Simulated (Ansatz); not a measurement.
# TaN (Fm-3m) in Ansatz: notebook

Aim: see how the results for TaN move with the level of theory and the settings. Levels: RPBE, PBE, LDA, revPBE+D3(BJ). Tasks: single point, relaxation of cell and atoms.

All numbers are computed with Ansatz 0.2.0; they aren't measurements. Logs are shortened: lines on timing, memory, paths and dates and some standing lists are left out, and cuts for length are marked.

**1. The structure**

The structure is cubic, space group Fm-3m (No. 225). Conventional cell: a = 4.423 Å, b = 4.423 Å, c = 4.423 Å, α = 90.00°, β = 90.00°, γ = 90.00°. Around Ta (site symmetry m-3m) lie 6 N at 2.21 Å. N (site symmetry m-3m) is surrounded by 6 Ta at 2.21 Å.

The cell comes from a database or a generator and needn't be the stable form of this composition.

**2. Single point, RPBE**

Input file input.yaml:

```yaml
crystal:
  lattice:
    - [0.0, 2.211323, 2.211323]
    - [2.211323, 0.0, 2.211323]
    - [2.211323, 2.211323, 0.0]
  atoms:
    - { symbol: Ta, position: [0.5, 0.5, 0.5] }
    - { symbol: "N", position: [0.0, 0.0, 0.0] }
kpoints:
  mp_grid: { grid: [10, 10, 10] }
scf:
  occupations: { method: gaussian, width: 0.02 }
hamiltonian:
  xc: rpbe
  pseudopotentials: { kind: all_electron, lapw: { basis_error: 0.001 } }
output:
  forces: true
  stress: true
  eigenvalues: true
```

Potentials or basis: all-electron LAPW, scalar-relativistic.

On the command line:

```console
$ ansatz run input.yaml --threads 1 --pin off --max-ram 3072MiB --backend cpu --events-out ev --progress --plain --runs-dir out
```

Log:

```text
Warning: RAYON_NUM_THREADS=1 ignored (pool sized by the plan → 1); use --threads N
LAPW: plane waves up to 9.653 Å⁻¹, error target 1.0e-3 eV per atom; small_component_spin mean_spin; N in spheres of 0.937 Å, 7 of its electrons in bands, Dirac shells []; Ta in spheres of 1.275 Å, 43 of its electrons in bands, Dirac shells [] (how accurate: hamiltonian.pseudopotentials.lapw.basis_error, Limitations)
Engine: ansatz 0.2.0, aarch64-unknown-linux-gnu
Pseudopotentials: kind: all_electron
Pseudopotential: Ta, LAPW, valence charge 43, lapw/all_electron/scalar/gaussian/Ta, Koelling and Harmon's equation, gaussian nucleus
Pseudopotential: N, LAPW, valence charge 7, lapw/all_electron/scalar/gaussian/N, Koelling and Harmon's equation, gaussian nucleus
Functional definition: RPBE
  parameter kappa = 0.804
  parameter beta = 0.06672455060314922
  exchange = rpbe_x(kappa = kappa, mu = beta*pi^2/3)
  correlation = pbe_c(beta = beta)
Crystal: 2 atoms, lattice volume = 21.627 Å³
Basis set: ecut = 354.98658896215045 eV, 331 PW (Γ), exchange–correlation at level 2
Bands: 30, of which v1, the nominal top of the filled ones, is band 25 counted from 1 (24 counted from 0)
Symmetry: 48 space group operations
Space group: Fm-3m (ITA 225), of the structure as read, at distance tolerance 2.8e-5 Å
k-points: 47 of 1000
Non-local potential: Ta, projectors of the file, none
Non-local potential: N, projectors of the file, none
Initial density: superposition of atomic densities (chi_scale 0.1, normalization cell, long waves kept (reshape's long-wave potential 0.00 eV rms))
Initial wavefunctions: plane waves of lowest kinetic energy (no species holds an atomic orbital)
Functional: x = rpbe, c = pbe(β = 0.06672455060314922)
iter 1 solved again at ethr=8.37e-3 eV; its pass at ethr=1.00e-1 eV (dr2=4.18e0 eV) is discarded
SCF iter   1: F=—  HF=-426076.601658 eV  |F-HF|=—  |Δ(HF+E_count)|=         —  Δρ=1.25e-1  dr2=4.18e0  ethr=8.37e-3  ⟨swp⟩=2.0  Hψ=8933  notcnv=0
preconditioner: auto → none  [insulator: Δε(μ)=0.071 eV  Ē_g=23.016 eV  σ=0.020 eV  W_gap=0.92  n_scr=14 (ndim 8)  ℏωp=43.7 eV  f_vac=0.000  D(μ)=0.53/eV (n_scr^D=0)  ε∞_Penn≈4.6]
SCF iter   2: F=—  HF=-426075.773220 eV  |F-HF|=—  |Δ(HF+E_count)|=   8.28e-1  Δρ=7.89e-2  dr2=1.49e0  ethr=8.36e-3  ⟨swp⟩=3.0  Hψ=4247  notcnv=0
iter 3 solved again at ethr=1.15e-4 eV; its pass at ethr=2.98e-3 eV (dr2=5.76e-2 eV) is discarded
SCF iter   3: F=—  HF=-426074.845977 eV  |F-HF|=—  |Δ(HF+E_count)|=   9.27e-1  Δρ=1.49e-2  dr2=5.77e-2  ethr=1.15e-4  ⟨swp⟩=2.0  Hψ=7262  notcnv=0
SCF iter   4: F=—  HF=-426074.846774 eV  |F-HF|=—  |Δ(HF+E_count)|=         —  Δρ=3.09e-3  dr2=2.32e-3  ethr=1.15e-4  ⟨swp⟩=2.0  Hψ=4465  notcnv=0
the basis was enlarged: its passes take 594.3 KiB over the memory plan, 1 of 1 planned eigensolver slots
SCF iter   5: F=—  HF=-426074.838405 eV  |F-HF|=—  |Δ(HF+E_count)|=   8.37e-3  Δρ=3.86e-3  dr2=4.07e-3  ethr=4.65e-6  ⟨swp⟩=2.0  Hψ=4240  notcnv=0
SCF iter   6: F=—  HF=-426074.836495 eV  |F-HF|=—  |Δ(HF+E_count)|=   1.91e-3  Δρ=3.67e-4  dr2=3.35e-5  ethr=4.65e-6  ⟨swp⟩=2.0  Hψ=4383  notcnv=0
SCF iter   7: F=—  HF=-426074.836489 eV  |F-HF|=—  |Δ(HF+E_count)|=   5.32e-6  Δρ=2.86e-5  dr2=5.11e-8  ethr=6.70e-8  ⟨swp⟩=2.0  Hψ=4239  notcnv=0
SCF iter   8: F=-426074.836490 eV  HF=-426074.836490 eV  |F-HF|=2.21e-9  |Δ(HF+E_count)|=   5.25e-7  Δρ=2.14e-6  dr2=5.29e-10  ethr=1.02e-10  ⟨swp⟩=3.0  Hψ=4480  notcnv=0
SCF 1 converged in 8 iterations: F = -426074.836490 eV  dr2 = 5.29e-10
SCF converged after 8 iterations
Free energy (F): -426074.836490 eV
Harris-Foulkes:  -426074.836490 eV  (|F-HF|=2.21e-9)
Internal energy: -426074.836019 eV  (E = F + TS)
E sigma→0 (E₀):  -426074.836254 eV
Entropy (-TS):   -0.000471 eV (-0.236 meV/atom)
Fermi energy:    26.671286 eV
--- Per-component energies (eV) ---
  E_band       = -4726.601764
  E_kinetic    = 475445.364318
  E_xc         = -8826.600960
  E_electrostatic = -892693.599376  (all electrons and nuclei)
  E_smearing   = -0.000471  (= −TS)
  E_closure    = 0.000000  (closes the sum)
  E_atoms      = -426056.076251  (free atoms, spherical and without spin; not in F)
  Σ components = -426074.836490   (vs F -426074.836490, Δ=0.00e0)
  Basis errors (estimates in eV, not in F): energy 3.4e-4 per atom: plane waves 2.9e-4 (1.6e-4 summed), levels above the bands 0.0e0, relativity 7.2e-8, radial functions 4.6e-5, core shells 4.8e-7; eigenvalues (radial functions only) 4.1e-6; not estimated: angular momenta, meshes, grids; target (lapw.basis_error) 1.0e-3; muffin-tin radii N 0.937 Å, Ta 1.275 Å
--- Forces (eV/Å), atoms counted from 1 ---
  atom   1  Ta     0.00000000    -0.00000000    -0.00000000
  atom   2  N     -0.00000000     0.00000000    -0.00000000
  max |Σ_I F_I| component: 2.96e-30 eV/Å
--- Stress (GPa, compression-positive) ---
        3.438722       0.000000       0.000000
        0.000000       3.438722      -0.000000
        0.000000      -0.000000       3.438722
  P = ⅓ Tr σ = 3.4387 GPa (34.387 kbar)
--- Band table (eV; the first three rows and the last of 47) ---
  k-point 0: bands = ["-370.3180", "-370.3180", "-370.3180", "-352.3884", "-191.8581", "-191.8581", "-191.8302", "-191.8302", "-191.8302", "-42.9453", "-9.1936", "-9.1936", "-9.1936", "5.2695", "5.2695", "5.2695", "5.3078", "5.3379", "5.3379", "5.3379", "7.8379", "22.8436", "22.8436", "22.8436", "24.5623", "24.5623", "24.5623", "26.6928", "26.6928", "27.9454"]
  k-point 1: bands = ["-370.3180", "-370.3180", "-370.3180", "-352.3884", "-191.8581", "-191.8581", "-191.8302", "-191.8302", "-191.8302", "-42.9404", "-9.2751", "-9.2011", "-9.2011", "5.2651", "5.2728", "5.2728", "5.3103", "5.3343", "5.3343", "5.3380", "8.0707", "21.7491", "22.1174", "22.1174", "24.9132", "24.9132", "24.9745", "27.5850", "27.5850", "28.6580"]
  k-point 2: bands = ["-370.3180", "-370.3180", "-370.3180", "-352.3884", "-191.8581", "-191.8581", "-191.8302", "-191.8302", "-191.8302", "-42.9275", "-9.4829", "-9.2207", "-9.2207", "5.2548", "5.2813", "5.2813", "5.3172", "5.3254", "5.3254", "5.3384", "8.7054", "19.9346", "20.9488", "20.9488", "25.5010", "25.7107", "25.7107", "29.4291", "29.4291", "30.1279"]
  k-point 46: bands = ["-370.3180", "-370.3180", "-370.3180", "-352.3884", "-191.8581", "-191.8581", "-191.8302", "-191.8302", "-191.8302", "-42.8767", "-9.7328", "-9.6053", "-9.4809", "5.2845", "5.2969", "5.2981", "5.3031", "5.3060", "5.3066", "5.3441", "9.6434", "19.4886", "19.8534", "19.9876", "25.3298", "27.5236", "30.0844", "30.3452", "31.1850", "35.8151"]
```

It took 13 s on 1 thread of Arm Neoverse V1, shared host; peak memory 0.33 GiB.

What came out:

* Free energy: -426074.8365 eV
* Pressure: 3.4 GPa
* Band gap on the k mesh: none (metal or under the smearing width)

**3. Single point, PBE**

input.yaml, as its differences from that of step 2:

```diff
@@ -11,5 +11,5 @@
 scf:
-  occupations: { method: gaussian, width: 0.02 }
+  occupations: { method: gaussian, width: 0.027 }
 hamiltonian:
-  xc: rpbe
+  xc: pbe
   pseudopotentials: { kind: all_electron, lapw: { basis_error: 0.001 } }
```

Potentials or basis: all-electron LAPW, scalar-relativistic.

On the command line:

```console
$ ansatz run input.yaml --threads 1 --pin off --max-ram 3072MiB --backend cpu --events-out ev --progress --plain --runs-dir out
```

Run time: 12 s. Hardware: 1 thread of Arm Neoverse V1, shared host; peak memory 0.33 GiB.

It converged, with:

- Free energy: -426060.9045 eV
- Pressure: -1.2 GPa
- Band gap on the k mesh: none (metal or under the smearing width)

Levels at points of the mesh, in eV from the Fermi level:
| k point | band 22 | band 23 | band 24 | band 25 | band 26 | band 27 | band 28 | band 29 |
| --- | --- | --- | --- | --- | --- | --- | --- | --- |
| (0.00, 0.00, 0.00) | -3.81 | -3.81 | -3.81 | -2.11 | -2.11 | -2.11 | 0.01 | 0.01 |
| (0.00, 0.00, -0.50) | -10.28 | -7.51 | -7.51 | 1.80 | 1.80 | 1.89 | 3.68 | 7.31 |
| (0.00, -0.50, -0.50) | -6.65 | -5.40 | -4.63 | -4.63 | 2.02 | 3.40 | 3.40 | 4.31 |

Spin-orbit coupling is left out, which matters for the levels of Ta.

**4. Single point, PBE**

input.yaml, as its differences from that of step 3:

```diff
@@ -11,3 +11,3 @@
 scf:
-  occupations: { method: gaussian, width: 0.027 }
+  occupations: { method: gaussian, width: 0.029 }
 hamiltonian:
```

On the command line:

```console
$ ansatz run input.yaml --threads 1 --pin off --max-ram 3072MiB --backend cpu --events-out ev --progress --plain --runs-dir out
```

Wall time 13 s (1 thread of Arm Neoverse V1, shared host); peak memory 0.33 GiB.

The run converged. Its results:

```yaml
Free_energy: -426060.9046 eV
Pressure: -1.2 GPa
Band_gap_on_the_k_mesh: none (metal or under the smearing width)
```

Levels at points of the mesh, in eV from the Fermi level:
| k point | band 21 | band 22 | band 23 | band 24 | band 25 | band 26 | band 27 | band 28 | band 29 | band 30 |
| --- | --- | --- | --- | --- | --- | --- | --- | --- | --- | --- |
| (0.00, 0.00, 0.00) | -18.75 | -3.81 | -3.81 | -3.81 | -2.11 | -2.11 | -2.11 | 0.02 | 0.02 | 1.32 |
| (0.00, 0.00, -0.50) | -15.79 | -10.28 | -7.50 | -7.50 | 1.80 | 1.80 | 1.89 | 3.68 | 7.31 | 7.31 |
| (0.00, -0.50, -0.50) | -17.52 | -6.65 | -5.40 | -4.63 | -4.63 | 2.02 | 3.40 | 3.40 | 4.31 | 6.58 |

Spin-orbit coupling is left out, which matters for the levels of Ta.

**5. Relaxation of cell and atoms, LDA**

input.yaml, as its differences from that of step 4:

```diff
@@ -11,5 +11,5 @@
 scf:
-  occupations: { method: gaussian, width: 0.029 }
+  occupations: { method: fermi_dirac, width: 0.05 }
 hamiltonian:
-  xc: pbe
+  xc: lda
   pseudopotentials: { kind: all_electron, lapw: { basis_error: 0.001 } }
@@ -18,2 +18,5 @@
   stress: true
-  eigenvalues: true
+relax:
+  f_tol: 0.01
+  max_steps: 60
+  cell: {}
```

Potentials or basis: all-electron LAPW, scalar-relativistic.

On the command line:

```console
$ ansatz run input.yaml --threads 1 --pin off --max-ram 3072MiB --backend cpu --events-out ev --progress --plain --runs-dir out
```

Log:

```text
Warning: RAYON_NUM_THREADS=1 ignored (pool sized by the plan → 1); use --threads N
The last accepted step is kept in <dir> (removed where the run ends without a failure and the disk answers)
LAPW: plane waves up to 9.992 Å⁻¹, error target 1.0e-3 eV per atom; small_component_spin mean_spin; N in spheres of 0.904 Å, 7 of its electrons in bands, Dirac shells []; Ta in spheres of 1.240 Å, 43 of its electrons in bands, Dirac shells [] (how accurate: hamiltonian.pseudopotentials.lapw.basis_error, Limitations)
Engine: ansatz 0.2.0, aarch64-unknown-linux-gnu
Pseudopotentials: kind: all_electron
Pseudopotential: Ta, LAPW, valence charge 43, lapw/all_electron/scalar/gaussian/Ta, Koelling and Harmon's equation, gaussian nucleus
Pseudopotential: N, LAPW, valence charge 7, lapw/all_electron/scalar/gaussian/N, Koelling and Harmon's equation, gaussian nucleus
Functional definition: SPW92
  exchange = slater_x
  correlation = pw_c
Crystal: 2 atoms, lattice volume = 21.627 Å³
Basis set: ecut = 380.3616260840266 eV, 339 PW (Γ), exchange–correlation at level 2
Bands: 30, of which v1, the nominal top of the filled ones, is band 25 counted from 1 (24 counted from 0)
Symmetry: 48 space group operations
Space group: Fm-3m (ITA 225), of the structure as read, at distance tolerance 2.8e-5 Å
[... 80 lines left out ...]
  E_closure    = 0.000000  (closes the sum)
  E_atoms      = -425779.748575  (free atoms, spherical and without spin; not in F)
  Σ components = -425801.922497   (vs F -425801.922497, Δ=0.00e0)
  Basis errors (estimates in eV, not in F): energy 3.9e-4 per atom: plane waves 3.5e-4 (2.0e-4 summed), levels above the bands 5.4e-22, relativity 1.4e-8, radial functions 3.8e-5, core shells 1.8e-6; eigenvalues (radial functions only) 2.8e-6; not estimated: angular momenta, meshes, grids; target (lapw.basis_error) 1.0e-3; muffin-tin radii N 0.889 Å, Ta 1.219 Å
--- Forces (eV/Å), atoms counted from 1 ---
  atom   1  Ta     0.00000000     0.00000000     0.00000000
  atom   2  N     -0.00000000     0.00000000     0.00000000
  max |Σ_I F_I| component: 1.16e-29 eV/Å
--- Stress (GPa, compression-positive) ---
       -0.032098      -0.000000      -0.000000
       -0.000000      -0.032098      -0.000000
       -0.000000      -0.000000      -0.032098
  P = ⅓ Tr σ = -0.0321 GPa (-0.321 kbar)
--- Relaxed structure (4 steps of the walk, 4 accepted, 1 SCFs on fresh bases) ---
  F+E_penalty+E_count = -425801.92249656 eV   max|allowed force component| = 5.226e-30 eV/Å   (the final SCF, on the basis selected at the relaxed cell)
  cell:  # Å, volume = 20.5455 Å³
    - [-4.398739137773146e-34, 2.1738469992106824, 2.1738469992106824]
    - [2.1738469992106824, 8.916901057567275e-35, 2.1738469992106824]
    - [2.1738469992106824, 2.1738469992106824, 1.5883230008791723e-34]
  atoms:
    - { symbol: Ta, position: [0.49999999999999994, 0.49999999999999994, 0.49999999999999994] }
    - { symbol: N, position: [-3.1753025627284666e-36, 6.804219777270812e-36, 1.5876512813627156e-35] }
```

Run time: 44 s. Hardware: 1 thread of Arm Neoverse V1, shared host; peak memory 0.35 GiB.

What came out:

| Item | Value |
| --- | --- |
| Free energy | -425801.9225 eV |
| Relaxed volume | 10.27 Å³/atom |
| Relaxed cell | a = 3.074 Å, b = 3.074 Å, c = 3.074 Å, α = 60.00°, β = 60.00°, γ = 60.00° |
| Space group after relaxing (to 0.05 Å) | Fm-3m (No. 225) |
| Energy gained by relaxing | 30.3 meV/atom |
| Ionic steps | 5 |
| Pressure after relaxing | 0.0 GPa |

Step by step:
```csv
step,energy change (eV),largest force (eV/Å),volume (Å³)
1,0.0000,0.0000,21.63
2,-0.0465,0.0000,20.06
3,-0.0605,0.0000,20.59
4,-0.0606,0.0000,20.55
5,-0.0606,0.0000,20.55
```

Final structure:
```
Ta N
1.0
     0.00000    2.17385    2.17385
     2.17385    0.00000    2.17385
     2.17385    2.17385    0.00000
Ta N
1 1
Cartesian
  2.1738 2.1738 2.1738
  0.0000 0.0000 0.0000
```

Spin-orbit coupling is left out, which matters for the levels of Ta.

**6. Relaxation of cell and atoms, revPBE+D3(BJ)**

input.yaml, as its differences from that of step 5:

```diff
@@ -13,3 +13,4 @@
 hamiltonian:
-  xc: lda
+  xc: revpbe
+  dispersion: d3bj
   pseudopotentials: { kind: all_electron, lapw: { basis_error: 0.001 } }
@@ -19,3 +20,3 @@
 relax:
-  f_tol: 0.01
+  f_tol: 0.005
   max_steps: 60
```

Potentials or basis: all-electron LAPW, scalar-relativistic.

On the command line:

```console
$ ansatz run input.yaml --threads 1 --pin off --max-ram 3072MiB --backend cpu --events-out ev --progress --plain --runs-dir out
```

Log:

```text
Warning: RAYON_NUM_THREADS=1 ignored (pool sized by the plan → 1); use --threads N
The last accepted step is kept in <dir> (removed where the run ends without a failure and the disk answers)
LAPW: plane waves up to 9.993 Å⁻¹, error target 1.0e-3 eV per atom; small_component_spin mean_spin; N in spheres of 0.904 Å, 7 of its electrons in bands, Dirac shells []; Ta in spheres of 1.241 Å, 43 of its electrons in bands, Dirac shells [] (how accurate: hamiltonian.pseudopotentials.lapw.basis_error, Limitations)
Engine: ansatz 0.2.0, aarch64-unknown-linux-gnu
Pseudopotentials: kind: all_electron
Pseudopotential: Ta, LAPW, valence charge 43, lapw/all_electron/scalar/gaussian/Ta, Koelling and Harmon's equation, gaussian nucleus
Pseudopotential: N, LAPW, valence charge 7, lapw/all_electron/scalar/gaussian/N, Koelling and Harmon's equation, gaussian nucleus
Functional definition: revPBE
  parameter kappa = 1.245
  parameter beta = 0.06672455060314922
  exchange = pbe_x(kappa = kappa, mu = beta*pi^2/3)
  correlation = pbe_c(beta = beta)
Crystal: 2 atoms, lattice volume = 21.627 Å³
Basis set: ecut = 380.4727547102953 eV, 339 PW (Γ), exchange–correlation at level 2
Bands: 30, of which v1, the nominal top of the filled ones, is band 25 counted from 1 (24 counted from 0)
Symmetry: 48 space group operations
Space group: Fm-3m (ITA 225), of the structure as read, at distance tolerance 2.8e-5 Å
k-points: 47 of 1000
Non-local potential: Ta, projectors of the file, none
Non-local potential: N, projectors of the file, none
Initial density: superposition of atomic densities (chi_scale 0.1, normalization cell, long waves kept (reshape's long-wave potential 0.00 eV rms))
Initial wavefunctions: plane waves of lowest kinetic energy (no species holds an atomic orbital)
Functional: x = revpbe(κ = 1.245, μ = 0.2195149727645171), c = pbe(β = 0.06672455060314922)
[... 56 lines left out ...]
SCF converged after 2 iterations
Free energy (F): -426072.586935 eV
Harris-Foulkes:  -426072.586935 eV  (|F-HF|=5.01e-8)
Internal energy: -426072.581444 eV  (E = F + TS)
E sigma→0 (E₀):  -426072.584190 eV
Entropy (-TS):   -0.005491 eV (-2.745 meV/atom)
Fermi energy:    27.616920 eV
--- Per-component energies (eV) ---
  E_band       = -4675.827478
  E_kinetic    = 475443.261461
  E_xc         = -8823.551425
  E_electrostatic = -892690.504171  (all electrons and nuclei)
  E_disp       = -1.787309  (pairwise vdW)
  E_smearing   = -0.005491  (= −TS)
  E_closure    = 0.000000  (closes the sum)
  E_atoms      = -426051.893810  (free atoms, spherical and without spin; not in F)
  Σ components = -426072.586935   (vs F -426072.586935, Δ=0.00e0)
  Basis errors (estimates in eV, not in F): energy 3.7e-4 per atom: plane waves 3.2e-4 (1.8e-4 summed), levels above the bands 5.4e-19, relativity 7.5e-8, radial functions 4.3e-5, core shells 1.5e-6; eigenvalues (radial functions only) 2.7e-6; not estimated: angular momenta, meshes, grids; target (lapw.basis_error) 1.0e-3; muffin-tin radii N 0.893 Å, Ta 1.227 Å
--- Forces (eV/Å), atoms counted from 1 ---
  atom   1  Ta    -0.00000000    -0.00000000     0.00000000
  atom   2  N     -0.00000000     0.00000000    -0.00000000
  max |Σ_I F_I| component: 2.99e-30 eV/Å
--- Stress (GPa, compression-positive) ---
       -0.011944      -0.000000      -0.000000
       -0.000000      -0.011944      -0.000000
       -0.000000      -0.000000      -0.011944
  P = ⅓ Tr σ = -0.0119 GPa (-0.119 kbar)
--- Relaxed structure (4 steps of the walk, 4 accepted, 1 SCFs on fresh bases) ---
  F+E_penalty+E_count = -426072.58693486 eV   max|allowed force component| = 1.397e-30 eV/Å   (the final SCF, on the basis selected at the relaxed cell)
  cell:  # Å, volume = 20.8814 Å³
    - [-4.71321913042842e-34, 2.185630955648019, 2.185630955648019]
    - [2.185630955648019, -3.6941447238493017e-34, 2.185630955648019]
    - [2.185630955648019, 2.185630955648019, -1.3247967285528534e-33]
  atoms:
    - { symbol: Ta, position: [0.5, 0.5, 0.5] }
    - { symbol: N, position: [-4.309339192270191e-36, 7.484641754994917e-36, 6.123797799541893e-36] }
```

Wall time 40 s (1 thread of Arm Neoverse V1, shared host); peak memory 0.35 GiB.

What came out:

```
Free energy                            : -426072.5869 eV
Relaxed volume                         : 10.44 Å³/atom
Relaxed cell                           : a = 3.091 Å, b = 3.091 Å, c = 3.091 Å, α = 60.00°, β = 60.00°, γ = 60.00°
Space group after relaxing (to 0.05 Å) : Fm-3m (No. 225)
Energy gained by relaxing              : 13.7 meV/atom
Ionic steps                            : 5
Pressure after relaxing                : 0.0 GPa
```

Step by step:
```csv
step,energy change (eV),largest force (eV/Å),volume (Å³)
1,0.0000,0.0000,21.63
2,-0.0222,0.0000,20.57
3,-0.0273,0.0000,20.90
4,-0.0273,0.0000,20.88
5,-0.0273,0.0000,20.88
```

Final structure:
```
Ta N
1.0
     0.00000    2.18563    2.18563
     2.18563    0.00000    2.18563
     2.18563    2.18563    0.00000
Ta N
1 1
Direct
  0.50000 0.50000 0.50000
  0.00000 0.00000 0.00000
```

**7. The runs side by side**

| task | level | cell | cutoff (eV) | smearing | gap on the mesh (eV) | pressure (GPa) | relaxed volume (Å³/atom) |
| --- | --- | --- | --- | --- | --- | --- | --- |
| single point | RPBE | as given | 355 | gaussian 0.02 eV | none | 3.4 | - |
| single point | PBE | as given | 355 | gaussian 0.027 eV | none | -1.2 | - |
| single point | PBE | as given | 355 | gaussian 0.029 eV | none | -1.2 | - |
| relaxation of cell and atoms | LDA | relaxed | - | fermi-dirac 0.05 eV | - | 0.0 | 10.27 |
| relaxation of cell and atoms | revPBE+D3(BJ) | relaxed | - | fermi-dirac 0.05 eV | - | 0.0 | 10.44 |

Alike in all rows: potentials or basis all-electron LAPW, scalar-relativistic; no spin polarisation; k mesh 10 × 10 × 10; basis error allowed 0.001 eV/atom.

Every run on the cell as given and a fine mesh finds a metal. The pressure there spans -1.2 GPa (PBE) to 3.4 GPa (RPBE); a positive pressure means that this level wants a larger cell, a negative one a smaller.

Compare energies only between runs with the same functional and basis.
